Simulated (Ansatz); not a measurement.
A relaxed cell of Si2W is given with its symmetry left out. It was relaxed at this level from a Materials Project cell.

Level of theory: DFT PBE, scalar-relativistic, plane waves, PAW (Ansatz 0.2.0). Cutoff 420 eV, Γ-centred mesh, Gaussian smearing, no spin polarisation.

```
CELL_PARAMETERS angstrom
4.61400 0.00000 0.00000
-2.30700 3.99584 0.00000
0.00000 0.00000 6.64635
ATOMIC_POSITIONS crystal
Si 0.83634 0.67268 0.50000
Si 0.16366 0.83634 0.83333
Si 0.67268 0.83634 0.16667
Si 0.16366 0.32732 0.50000
Si 0.83634 0.16366 0.83333
Si 0.32732 0.16366 0.16667
W 0.00000 0.50000 0.16667
W 0.50000 0.50000 0.83333
W 0.50000 0.00000 0.50000
```

Energies over the elements count from the elements' standard structures at the same level, with no fitted energy shifts.

Question: Find its symmetry and describe it.

Answer: P6_222 (No. 180). Conventional cell: a = 4.614 Å, c = 6.646 Å. Si has 5 Si at 2.57–2.69 Å, 5 W at 2.59–2.69 Å and 4 Si at 3.17–3.23 Å; W is surrounded by 10 Si at 2.59–2.69 Å and 4 W at 3.20 Å.

Question: What is its formation energy per atom?

Answer: −0.27 eV/atom.

Question: Is it a metal?

Answer: It can't be told: the gap on the 12×12×6 mesh is only 0.01 eV.

The last run used a 12×12×6 mesh (in the run's order of axes) for its 9-atom cell and Gaussian smearing of 0.10 eV. Spin–orbit coupling, which can matter for W, is left out. A gap this small is below the smearing, so the run can't tell it from none. A later test with randomly moved atoms came back to the same energy, though modes that don't fit the test's cell weren't probed. Another cell of Si2W relaxed alike, in I4/mmm (a cell as deposited in COD), lies 68 meV/atom lower, so this cell isn't the stable form at this level.
